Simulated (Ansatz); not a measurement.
Born–Oppenheimer molecular dynamics of a periodic cell of 19 atoms, Ag (surface Ag(110), adsorbate Ag). It starts from a partly relaxed structure (largest force component 0.08 eV/Å).

Computed with DFT PBEsol, scalar-relativistic, plane waves, PAW in Ansatz. Settings: accuracy low, PAW set soft_1, cutoff 420 eV, k mesh 1x2x1, fermi-dirac smearing 0.05 eV, no spin polarisation.

| Item | Value |
| --- | --- |
| ensemble | NVT, Nosé–Hoover chain |
| time step | 4.5 fs |
| steps asked | 200 |
| set temperature | 900 K |
| thermostat | time constant 50 fs, chain length 5 |
| atoms held | 1 to 6 |
| seed | 178403 |

Frames 22.5 fs apart, positions in Å.

Velocities at 360 fs (Å/ps):

```
Ag 0.00 0.00 0.00
Ag 0.00 0.00 0.00
Ag 0.00 0.00 0.00
Ag 0.00 0.00 0.00
Ag 0.00 0.00 0.00
Ag 0.00 0.00 0.00
Ag 0.36 1.89 -1.00
Ag -1.37 -2.77 -4.14
Ag -2.58 4.42 2.80
Ag -2.91 0.01 4.61
Ag 0.49 3.04 -1.78
Ag 1.57 -0.53 -1.49
Ag 1.66 2.84 3.78
Ag -3.83 -3.92 0.95
Ag -0.78 -2.06 -1.24
Ag 2.93 -0.83 0.57
Ag -2.31 -3.21 3.36
Ag -1.54 2.00 2.60
Ag -0.90 0.20 -4.41
```

```xyz
19
Lattice="12.2700 0.0000 0.0000 0.0000 5.7841 0.0000 0.0000 0.0000 15.8921" Properties=species:S:1:pos:R:3 time_fs=360 energy_less_start_eV=2.026 T=815
Ag 0.000 0.000 1.000
Ag 4.090 0.000 1.000
Ag 8.180 0.000 1.000
Ag 0.000 2.892 1.000
Ag 4.090 2.892 1.000
Ag 8.180 2.892 1.000
Ag 2.413 1.550 2.576
Ag 6.201 1.304 2.575
Ag 10.258 1.386 2.454
Ag 2.060 4.490 2.484
Ag 5.755 4.450 2.888
Ag 10.314 4.239 2.475
Ag 0.294 0.181 3.793
Ag 3.540 0.447 4.494
Ag 8.236 -0.033 4.028
Ag 0.684 3.060 4.226
Ag 4.228 3.373 4.674
Ag 8.284 2.899 3.740
Ag 10.383 4.477 5.147
19
Lattice="12.2700 0.0000 0.0000 0.0000 5.7841 0.0000 0.0000 0.0000 15.8921" Properties=species:S:1:pos:R:3 time_fs=382.5 energy_less_start_eV=2.028 T=990
Ag 0.000 0.000 1.000
Ag 4.090 0.000 1.000
Ag 8.180 0.000 1.000
Ag 0.000 2.892 1.000
Ag 4.090 2.892 1.000
Ag 8.180 2.892 1.000
Ag 2.399 1.609 2.535
Ag 6.165 1.257 2.474
Ag 10.200 1.484 2.516
Ag 2.016 4.487 2.573
Ag 5.776 4.512 2.839
Ag 10.354 4.236 2.429
Ag 0.320 0.249 3.892
Ag 3.464 0.337 4.528
Ag 8.215 -0.079 3.990
Ag 0.739 3.037 4.246
Ag 4.157 3.291 4.745
Ag 8.240 2.945 3.809
Ag 10.370 4.479 5.036
19
Lattice="12.2700 0.0000 0.0000 0.0000 5.7841 0.0000 0.0000 0.0000 15.8921" Properties=species:S:1:pos:R:3 time_fs=405 energy_less_start_eV=2.094 T=1147
Ag 0.000 0.000 1.000
Ag 4.090 0.000 1.000
Ag 8.180 0.000 1.000
Ag 0.000 2.892 1.000
Ag 4.090 2.892 1.000
Ag 8.180 2.892 1.000
Ag 2.346 1.682 2.473
Ag 6.127 1.259 2.359
Ag 10.147 1.570 2.576
Ag 2.020 4.487 2.623
Ag 5.807 4.536 2.787
Ag 10.394 4.256 2.354
Ag 0.325 0.320 4.014
Ag 3.396 0.194 4.574
Ag 8.182 -0.111 3.931
Ag 0.765 3.006 4.292
Ag 4.054 3.199 4.792
Ag 8.179 2.989 3.894
Ag 10.379 4.477 4.912
19
Lattice="12.2700 0.0000 0.0000 0.0000 5.7841 0.0000 0.0000 0.0000 15.8921" Properties=species:S:1:pos:R:3 time_fs=427.5 energy_less_start_eV=2.058 T=1257
Ag 0.000 0.000 1.000
Ag 4.090 0.000 1.000
Ag 8.180 0.000 1.000
Ag 0.000 2.892 1.000
Ag 4.090 2.892 1.000
Ag 8.180 2.892 1.000
Ag 2.262 1.737 2.415
Ag 6.096 1.320 2.235
Ag 10.106 1.628 2.634
Ag 2.062 4.504 2.630
Ag 5.840 4.506 2.742
Ag 10.420 4.304 2.243
Ag 0.316 0.378 4.142
Ag 3.326 0.038 4.613
Ag 8.139 -0.117 3.853
Ag 0.762 2.977 4.367
Ag 3.923 3.103 4.804
Ag 8.104 3.019 3.979
Ag 10.411 4.471 4.798
19
Lattice="12.2700 0.0000 0.0000 0.0000 5.7841 0.0000 0.0000 0.0000 15.8921" Properties=species:S:1:pos:R:3 time_fs=450 energy_less_start_eV=1.984 T=1197
Ag 0.000 0.000 1.000
Ag 4.090 0.000 1.000
Ag 8.180 0.000 1.000
Ag 0.000 2.892 1.000
Ag 4.090 2.892 1.000
Ag 8.180 2.892 1.000
Ag 2.158 1.756 2.374
Ag 6.080 1.419 2.119
Ag 10.081 1.658 2.690
Ag 2.115 4.529 2.601
Ag 5.870 4.438 2.704
Ag 10.411 4.374 2.108
Ag 0.301 0.404 4.255
Ag 3.259 -0.104 4.646
Ag 8.094 -0.091 3.770
Ag 0.742 2.976 4.458
Ag 3.774 3.007 4.777
Ag 8.025 3.029 4.055
Ag 10.458 4.461 4.704
19
Lattice="12.2700 0.0000 0.0000 0.0000 5.7841 0.0000 0.0000 0.0000 15.8921" Properties=species:S:1:pos:R:3 time_fs=472.5 energy_less_start_eV=1.919 T=978
Ag 0.000 0.000 1.000
Ag 4.090 0.000 1.000
Ag 8.180 0.000 1.000
Ag 0.000 2.892 1.000
Ag 4.090 2.892 1.000
Ag 8.180 2.892 1.000
Ag 2.052 1.737 2.354
Ag 6.085 1.523 2.027
Ag 10.072 1.668 2.741
Ag 2.156 4.550 2.546
Ag 5.892 4.356 2.668
Ag 10.355 4.444 1.975
Ag 0.290 0.393 4.338
Ag 3.199 -0.210 4.679
Ag 8.060 -0.045 3.697
Ag 0.720 3.013 4.542
Ag 3.621 2.915 4.719
Ag 7.955 3.021 4.111
Ag 10.503 4.444 4.631
19
Lattice="12.2700 0.0000 0.0000 0.0000 5.7841 0.0000 0.0000 0.0000 15.8921" Properties=species:S:1:pos:R:3 time_fs=495 energy_less_start_eV=1.895 T=785
Ag 0.000 0.000 1.000
Ag 4.090 0.000 1.000
Ag 8.180 0.000 1.000
Ag 0.000 2.892 1.000
Ag 4.090 2.892 1.000
Ag 8.180 2.892 1.000
Ag 1.961 1.690 2.351
Ag 6.112 1.604 1.968
Ag 10.080 1.669 2.788
Ag 2.175 4.556 2.471
Ag 5.904 4.280 2.633
Ag 10.263 4.495 1.864
Ag 0.289 0.360 4.391
Ag 3.147 -0.275 4.718
Ag 8.040 0.007 3.650
Ag 0.700 3.079 4.608
Ag 3.474 2.824 4.639
Ag 7.901 3.006 4.144
Ag 10.530 4.417 4.570
19
Lattice="12.2700 0.0000 0.0000 0.0000 5.7841 0.0000 0.0000 0.0000 15.8921" Properties=species:S:1:pos:R:3 time_fs=517.5 energy_less_start_eV=1.971 T=670
Ag 0.000 0.000 1.000
Ag 4.090 0.000 1.000
Ag 8.180 0.000 1.000
Ag 0.000 2.892 1.000
Ag 4.090 2.892 1.000
Ag 8.180 2.892 1.000
Ag 1.891 1.625 2.365
Ag 6.153 1.644 1.941
Ag 10.101 1.670 2.830
Ag 2.171 4.545 2.388
Ag 5.910 4.221 2.599
Ag 10.162 4.515 1.780
Ag 0.303 0.321 4.418
Ag 3.093 -0.310 4.756
Ag 8.030 0.053 3.632
Ag 0.680 3.159 4.654
Ag 3.336 2.733 4.540
Ag 7.864 2.989 4.158
Ag 10.531 4.378 4.510
19
Lattice="12.2700 0.0000 0.0000 0.0000 5.7841 0.0000 0.0000 0.0000 15.8921" Properties=species:S:1:pos:R:3 time_fs=540 energy_less_start_eV=2.048 T=642
Ag 0.000 0.000 1.000
Ag 4.090 0.000 1.000
Ag 8.180 0.000 1.000
Ag 0.000 2.892 1.000
Ag 4.090 2.892 1.000
Ag 8.180 2.892 1.000
Ag 1.844 1.544 2.389
Ag 6.196 1.631 1.942
Ag 10.137 1.676 2.870
Ag 2.149 4.515 2.304
Ag 5.912 4.190 2.567
Ag 10.099 4.497 1.724
Ag 0.331 0.283 4.427
Ag 3.032 -0.334 4.785
Ag 8.025 0.091 3.646
Ag 0.657 3.248 4.682
Ag 3.208 2.639 4.426
Ag 7.843 2.973 4.152
Ag 10.500 4.329 4.443
19
Lattice="12.2700 0.0000 0.0000 0.0000 5.7841 0.0000 0.0000 0.0000 15.8921" Properties=species:S:1:pos:R:3 time_fs=562.5 energy_less_start_eV=1.988 T=742
Ag 0.000 0.000 1.000
Ag 4.090 0.000 1.000
Ag 8.180 0.000 1.000
Ag 0.000 2.892 1.000
Ag 4.090 2.892 1.000
Ag 8.180 2.892 1.000
Ag 1.812 1.451 2.408
Ag 6.224 1.563 1.971
Ag 10.186 1.687 2.910
Ag 2.109 4.462 2.228
Ag 5.913 4.193 2.540
Ag 10.109 4.439 1.701
Ag 0.360 0.250 4.420
Ag 2.959 -0.358 4.796
Ag 8.023 0.117 3.688
Ag 0.626 3.341 4.694
Ag 3.103 2.548 4.307
Ag 7.840 2.959 4.127
Ag 10.434 4.274 4.369
19
Lattice="12.2700 0.0000 0.0000 0.0000 5.7841 0.0000 0.0000 0.0000 15.8921" Properties=species:S:1:pos:R:3 time_fs=585 energy_less_start_eV=1.966 T=838
Ag 0.000 0.000 1.000
Ag 4.090 0.000 1.000
Ag 8.180 0.000 1.000
Ag 0.000 2.892 1.000
Ag 4.090 2.892 1.000
Ag 8.180 2.892 1.000
Ag 1.787 1.345 2.398
Ag 6.226 1.456 2.027
Ag 10.245 1.701 2.950
Ag 2.059 4.384 2.159
Ag 5.919 4.226 2.513
Ag 10.186 4.353 1.698
Ag 0.371 0.230 4.400
Ag 2.883 -0.392 4.785
Ag 8.027 0.128 3.752
Ag 0.591 3.427 4.693
Ag 3.037 2.473 4.206
Ag 7.853 2.950 4.083
Ag 10.340 4.223 4.299
19
Lattice="12.2700 0.0000 0.0000 0.0000 5.7841 0.0000 0.0000 0.0000 15.8921" Properties=species:S:1:pos:R:3 time_fs=607.5 energy_less_start_eV=2.080 T=846
Ag 0.000 0.000 1.000
Ag 4.090 0.000 1.000
Ag 8.180 0.000 1.000
Ag 0.000 2.892 1.000
Ag 4.090 2.892 1.000
Ag 8.180 2.892 1.000
Ag 1.768 1.231 2.337
Ag 6.203 1.339 2.105
Ag 10.311 1.710 2.987
Ag 2.010 4.284 2.103
Ag 5.934 4.276 2.486
Ag 10.286 4.263 1.693
Ag 0.340 0.237 4.368
Ag 2.817 -0.443 4.751
Ag 8.037 0.122 3.829
Ag 0.557 3.488 4.678
Ag 3.015 2.429 4.142
Ag 7.877 2.944 4.021
Ag 10.231 4.182 4.255
```

Of the whole run (900 fs, mean temperature of the second half 876 K): The conserved energy stayed within 0.42 meV per atom of its start (net change 0.38 meV per atom), so the integration is sound. A run of 0.9 ps of so small a system gives no equilibrium averages. The SCF threshold is loose, so the forces are noisy. Limits of this set-up: coarse k mesh, thin slab, slab without dipole correction, PAW files made for another functional, low accuracy level.

Run time: 19 min on 4 threads of Arm Neoverse V1, with other jobs on the host, peak memory 2.4 GiB.
